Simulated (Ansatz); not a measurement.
# Ag (P6_3/mmc) in Ansatz: a series of runs, part 3 of 3

Ansatz 0.2.0. Earlier steps stand in the parts before.

### 5 Relaxation of cell and atoms, PBEsol+D4

File input.yaml:

```yaml
crystal:
  lattice:
    - [2.8862, 0.0, 0.0]
    - [-1.4431, 2.4995225204, 0.0]
    - [0.0, 0.0, 10.0]
  atoms:
    - { symbol: Ag, position: [0.0, 0.0, 0.5] }
    - { symbol: Ag, position: [0.0, 0.0, 0.0] }
    - { symbol: Ag, position: [0.6666666667, 0.3333333333, 0.75] }
    - { symbol: Ag, position: [0.3333333333, 0.6666666667, 0.25] }
hamiltonian:
  xc: pbesol
  pseudopotentials: { kind: paw }
  dispersion: d4
kpoints:
  mp_grid: { grid: [11, 11, 3] }
scf:
  occupations: { method: fermi_dirac, width: 0.05 }
output:
  forces: true
  stress: true
  eigenvalues: true
  write_density: true
  write_potential: true
  elf: true
  volumetric_format: npy
relax:
  f_tol: 0.01
  max_steps: 40
  cell: { stress_tol: 0.05 }
```

Potentials or basis: Ansatz PAW.

Run with:

```console
> ansatz run input.yaml --threads 2 --pin off --max-ram 5632MiB --backend cpu --events-out ev --progress --plain --runs-dir out
```

Output:

```text
Warning: RAYON_NUM_THREADS=2 ignored (pool sized by the plan → 2); use --threads N
Engine: ansatz 0.2.0, x86_64-unknown-linux-gnu
Pseudopotentials: kind: paw
Pseudopotential: Ag, paw, valence charge 19, recommended cutoff 420 eV (normal), Ag.paw.azcp
Functional definition: PBEsol
  exchange = pbesol_x
  correlation = pbesol_c
Crystal: 4 atoms, lattice volume = 72.141 Å³
Basis set: ecut = 420 eV, 1401 PW (Γ), exchange–correlation on 40×40×144 points (8 copies of the dense FFT grid, shifted against one another)
Bands: 46, of which v1, the nominal top of the filled ones, is band 38 counted from 1 (37 counted from 0)
Symmetry: 24 space group operations
Space group: P63/mmc (ITA 194), of the structure as read, at distance tolerance 4.2e-5 Å
k-points: 32 of 363
Non-local potential: Ag, projectors of the file, l = 0: 3, l = 1: 2, l = 2: 2, l = 3: 1
PAW form: soft (Blöchl's): semilocal exchange-correlation on the pseudo side does not see the compensation charge
PAW frozen core: Ag, regenerated for the run's functional, and the local potential with it (the file was generated under x = pbe(κ = 0.804, μ = 0.2195149727645171), c = pbe(β = 0.06672455060314922))
PAW one-centre angular grid: Ag, 590 points (default); XC on 64 Gauss nodes
Initial density: superposition of atomic densities (neutral atoms: chi_scale 0, normalization atom), corrected by the library's trained network
Initial wavefunctions: pseudopotential atomic-orbital guess
Functional: x = pbesol(κ = 0.804, μ = 0.12345679012345678), c = pbesol(β = 0.046)
SCF iter   1: F=—  HF=-30090.092911 eV  |F-HF|=—  |Δ(HF+E_count)|=         —  Δρ=9.97e-3  dr2=6.85e-2  ethr=1.77e-3  ⟨swp⟩=5.6  Hψ=4787  notcnv=0  defer=32
preconditioner: auto → Kerker (q_TF=auto, 2.752 Å⁻¹)  [metal: Δε(μ)=0.095 eV  Ē_g=10.751 eV  σ=0.050 eV  W_gap=0.40  n_scr=26 (ndim 8)  ℏωp=29.0 eV  f_vac=0.000  D(μ)=1.93/eV (n_scr^D=6)]
SCF iter   2: F=—  HF=-30090.075549 eV  |F-HF|=—  |Δ(HF+E_count)|=   1.74e-2  Δρ=2.60e-3  dr2=4.74e-3  ethr=9.01e-5  ⟨swp⟩=2.3  Hψ=2553  notcnv=0  defer=69
SCF iter   3: F=—  HF=-30090.074255 eV  |F-HF|=—  |Δ(HF+E_count)|=   1.29e-3  Δρ=1.07e-3  dr2=4.89e-4  ethr=6.23e-6  ⟨swp⟩=2.0  Hψ=1760  notcnv=0  defer=69
SCF iter   4: F=—  HF=-30090.074183 eV  |F-HF|=—  |Δ(HF+E_count)|=   7.21e-5  Δρ=1.67e-4  dr2=1.15e-5  ethr=6.44e-7  ⟨swp⟩=2.8  Hψ=2903  notcnv=0  defer=69
SCF iter   5: F=—  HF=-30090.074203 eV  |F-HF|=—  |Δ(HF+E_count)|=   1.95e-5  Δρ=3.85e-5  dr2=1.35e-6  ethr=1.51e-8  ⟨swp⟩=2.8  Hψ=2768  notcnv=0  defer=69
SCF iter   6: F=-30090.074203 eV  HF=-30090.074203 eV  |F-HF|=5.02e-8  |Δ(HF+E_count)|=   1.30e-7  Δρ=1.24e-5  dr2=8.53e-8  ethr=1.32e-10  ⟨swp⟩=10.6  Hψ=9911  notcnv=0
SCF 1 converged in 6 iterations: F = -30090.074203 eV  dr2 = 8.53e-8
relax step   1: F+E_penalty+E_count = -30090.07420255 eV  Δ(F+E_penalty+E_count) = +0.000e0 eV  max|allowed force component| = 1.041e-17 eV/Å  Δτ_max = 0.0000 Å  P = -9.773 GPa  Ω = 72.141 Å³  (6 SCF iters, dr2 threshold 1.00e-7 eV, accepted)
Crystal: 4 atoms, lattice volume = 64.624 Å³
Basis set: ecut = 420 eV, 1291 PW (Γ), exchange–correlation on 40×40×144 points (8 copies of the dense FFT grid, shifted against one another)
Initial density: handed on by an earlier stage of this run
Initial wavefunctions: those handed on with the density
[... 44 lines left out ...]
SCF iter   5: F=-30090.346478 eV  HF=-30090.346478 eV  |F-HF|=0.00e0  |Δ(HF+E_count)|=   1.80e-9  Δρ=2.22e-7  dr2=1.41e-11  ethr=1.00e-12  ⟨swp⟩=4.1  Hψ=6943  notcnv=0
SCF 6 converged in 5 iterations: F = -30090.346478 eV  dr2 = 1.41e-11
relax step   6: F+E_penalty+E_count = -30090.34647761 eV  Δ(F+E_penalty+E_count) = +2.210e-3 eV  max|allowed force component| = 2.313e-17 eV/Å  Δτ_max = 0.0000 Å  P = +0.008 GPa  Ω = 64.986 Å³  stress off target by 1.18e-2 GPa  SCF on the basis re-selected at this cell (its energy is not comparable with the rows above)  (5 SCF iters)
basis re-selected at this cell: Δ(F+E_penalty+E_count) = +2.210e-3 eV, ΔP = +0.010 GPa vs the last step (what re-selecting the basis moved, of the pressure what is left beyond the Pulay correction that the steps carried, after the strain that the cell walked since its last selection, with what the two solves' SCF thresholds leave and, on support functions, any second-order correction that the steps lacked; it is no measure of the basis error at this ecutwfc). The dense FFT grid was sized anew with the basis: this SCF ran on 20×20×64 points, the steps before it on 20×20×72, so part of this shift can come from that change (see relax.cell in the input reference). This SCF's stress stands 1.18e-2 GPa from its target on what of the cell is left free (relax.cell.stress_tol is 5.00e-2 GPa) and its largest allowed force component is 2.31e-17 eV/Å (relax.f_tol is 1.00e-2 eV/Å): within both
SCF converged after 5 iterations
Free energy (F): -30090.346478 eV
Harris-Foulkes:  -30090.346478 eV  (|F-HF|=0.00e0)
Internal energy: -30090.330170 eV  (E = F + TS)
E sigma→0 (E₀):  -30090.338324 eV
Entropy (-TS):   -0.016307 eV (-4.077 meV/atom)
Fermi energy:    18.416331 eV
--- Per-component energies (eV) ---
  E_band       = -872.267236
  E_kinetic    = 2111.467895
  E_local      = -8473.199632  (includes V_loc(G=0)·N_el)
  E_nonlocal   = 329.234754
  E_hartree    = 3871.639974
  E_xc         = -736.384437
  E_vxc        = -939.703502  (∫ρ·V_xc dr)
  E_paw        = -15337.362531  (= ΣΔE_a)
  E_vpaw       = -1643.347618  (= ΣTr[D̂ρ^β])
  E_aug_tail   = 0.001143  (compensation charges beyond the density's cutoff)
  E_ewald      = -11855.633263
  E_disp       = -1.385030  (pairwise vdW)
  E_core_change = 1.290956  (= ΣΔE_core)
  E_smearing   = -0.016307  (= −TS)
  E_closure    = 0.000000  (closes the sum)
  Σ components = -30090.346478   (vs F -30090.346478, Δ=0.00e0)
--- Forces (eV/Å), atoms counted from 1 ---
  atom   1  Ag     0.00000000    -0.00000000     0.00000000
  atom   2  Ag    -0.00000000     0.00000000     0.00000000
  atom   3  Ag    -0.00000000     0.00000000     0.00000000
  atom   4  Ag     0.00000000    -0.00000000     0.00000000
  max |Σ_I F_I| component: 8.10e-18 eV/Å
--- Stress (GPa, compression-positive) ---
        0.011837       0.000000       0.000000
        0.000000       0.011837       0.000000
        0.000000       0.000000      -0.000838
  P = ⅓ Tr σ = 0.0076 GPa (0.076 kbar)
--- Band table (eV; the first three rows and the last of 32) ---
  k-point 0: bands = ["-73.6893", "-73.6798", "-73.6782", "-73.6687", "-37.2735", "-37.1783", "-37.1782", "-37.1132", "-37.1132", "-37.1006", "-37.1006", "-37.0980", "-37.0980", "-37.0854", "-37.0854", "-37.0820", "10.0855", "11.5139", "11.5158", "11.5761", "13.2932", "13.3478", "13.3478", "13.3654", "13.3654", "13.5201", "13.5293", "13.5700", "13.5700", "13.6153", "13.6153", "14.3097", "14.3097", "14.6637", "14.6637", "14.8805", "14.8805", "15.3047", "15.3047", "17.5918", "21.9722", "29.4530", "29.4855", "33.8345", "33.9686", "34.9223"]
  k-point 1: bands = ["-73.6879", "-73.6842", "-73.6738", "-73.6701", "-37.2608", "-37.2260", "-37.1303", "-37.1113", "-37.1113", "-37.1064", "-37.1064", "-37.0950", "-37.0923", "-37.0923", "-37.0873", "-37.0873", "10.3048", "10.8955", "11.6157", "11.6782", "13.1980", "13.2480", "13.3861", "13.3861", "13.4068", "13.4068", "13.5178", "13.5178", "13.5535", "13.5535", "14.3914", "14.3914", "14.5507", "14.5507", "14.7279", "15.0274", "15.0274", "15.2230", "15.2230", "16.4598", "23.4674", "26.3066", "32.4409", "33.9927", "34.0582", "34.2897"]
  k-point 2: bands = ["-73.6877", "-73.6785", "-73.6770", "-73.6678", "-37.2685", "-37.1799", "-37.1798", "-37.1256", "-37.1172", "-37.1102", "-37.1079", "-37.1038", "-37.1012", "-37.0983", "-37.0879", "-37.0839", "10.3261", "11.7186", "11.7256", "11.7338", "13.1518", "13.2791", "13.2874", "13.3030", "13.3130", "13.4683", "13.4702", "13.5824", "13.6994", "13.7349", "13.7354", "14.1894", "14.2187", "14.6880", "14.7392", "14.8659", "15.0032", "15.0635", "15.3209", "18.3581", "22.0108", "29.6310", "29.6571", "33.4392", "33.8951", "34.2680"]
  k-point 31: bands = ["-73.6629", "-73.6626", "-73.6608", "-73.6605", "-37.2483", "-37.2470", "-37.2355", "-37.2304", "-37.2107", "-37.2084", "-37.1953", "-37.1847", "-37.1497", "-37.1391", "-37.1325", "-37.1282", "12.2144", "12.2519", "12.5358", "12.5427", "12.6482", "12.7571", "12.9452", "13.0497", "13.3514", "13.4257", "13.5295", "13.6862", "14.0857", "14.1860", "14.5475", "14.6406", "15.0895", "15.2067", "15.2877", "15.3353", "20.9513", "21.0976", "21.7052", "21.7228", "23.4390", "23.9049", "24.5192", "24.7152", "26.1915", "26.3965"]
--- Relaxed structure (5 steps of the walk, 5 accepted, 1 SCFs on fresh bases) ---
  F+E_penalty+E_count = -30090.34647761 eV   max|allowed force component| = 2.313e-17 eV/Å   (the final SCF, on the basis selected at the relaxed cell)
  cell:  # Å, volume = 64.9857 Å³
    - [2.8303649019079753, 0.0, 0.0]
    - [-1.4151824509539876, 2.4511679070321577, 0.0]
    - [0.0, 0.0, 9.367031857492194]
  atoms:
    - { symbol: Ag, position: [-2.4846133585736897e-34, 1.4708086720744596e-34, 0.5] }
    - { symbol: Ag, position: [2.915850278334438e-35, -1.860081362909991e-34, -2.407412430484045e-36] }
    - { symbol: Ag, position: [0.6666666666666667, 0.3333333333333333, 0.75] }
    - { symbol: Ag, position: [0.3333333333333333, 0.6666666666666667, 0.25] }
```

Run time: 45 s. Hardware: 2 threads of Intel Xeon at 2.50GHz (Skylake/Cascade Lake), shared host; peak memory 0.42 GiB.

Results:

```yaml
Free_energy: -30090.3465 eV
Relaxed_volume: 16.25 Å³/atom
Relaxed_cell: a = 2.830 Å, b = 2.830 Å, c = 9.367 Å, α = 90.00°, β = 90.00°, γ = 120.00°
Space_group_after_relaxing_to_0.05_Å: P6_3/mmc (No. 194)
Energy_gained_by_relaxing: 68.1 meV/atom
Ionic_steps: 6
Pressure_after_relaxing: 0.0 GPa
Band_gap_on_the_k_mesh: none (metal or under the smearing width)
```

Step by step:
| step | energy change (eV) | largest force (eV/Å) | volume (Å³) |
| --- | --- | --- | --- |
| 1 | 0.0000 | 0.0000 | 72.14 |
| 2 | -0.2622 | 0.0000 | 64.62 |
| 3 | -0.2736 | 0.0000 | 64.94 |
| 4 | -0.2745 | 0.0000 | 64.94 |
| 5 | -0.2745 | 0.0000 | 64.99 |
| 6 | -0.2723 | 0.0000 | 64.99 |

Final structure:
```
Ag
1.0
     2.83036    0.00000    0.00000
    -1.41518    2.45117    0.00000
     0.00000    0.00000    9.36703
Ag
4
Cartesian
  0.0000 0.0000 4.6835
  0.0000 0.0000 0.0000
  1.4152 0.8171 7.0253
  0.0000 1.6341 2.3418
```

Caveat: the plane-wave basis is chosen anew once the cell has moved, so the energies of steps on either side of that aren't comparable; pairwise dispersion overbinds metals, which lowers pressure and volume; the PAW data sets come from PBE, with cores solved anew for the run's functional, which leaves a small shift of forces and pressure.

### 6 The runs side by side

```csv
level,gap on the mesh (eV),pressure (GPa),relaxed volume (Å³/atom)
PBEsol,none,0.0,16.66
PBEsol+D3(BJ),none,0.0,15.93
PBEsol+D3(BJ)-ATM,none,0.0,16.10
PBEsol+D4,none,0.0,16.25
```

Alike in all rows: task relaxation of cell and atoms; potentials or basis Ansatz PAW; no spin polarisation; cell relaxed; k mesh 11 × 11 × 3; cutoff (eV) 420; smearing fermi-dirac 0.05 eV.

Caveats: the plane-wave basis is chosen anew once the cell has moved, so the energies of steps on either side of that aren't comparable; the PAW data sets come from PBE, with cores solved anew for the run's functional, which leaves a small shift of forces and pressure; pairwise dispersion overbinds metals, which lowers pressure and volume (some runs).

Absolute energies hang on the potentials; compare differences alone.
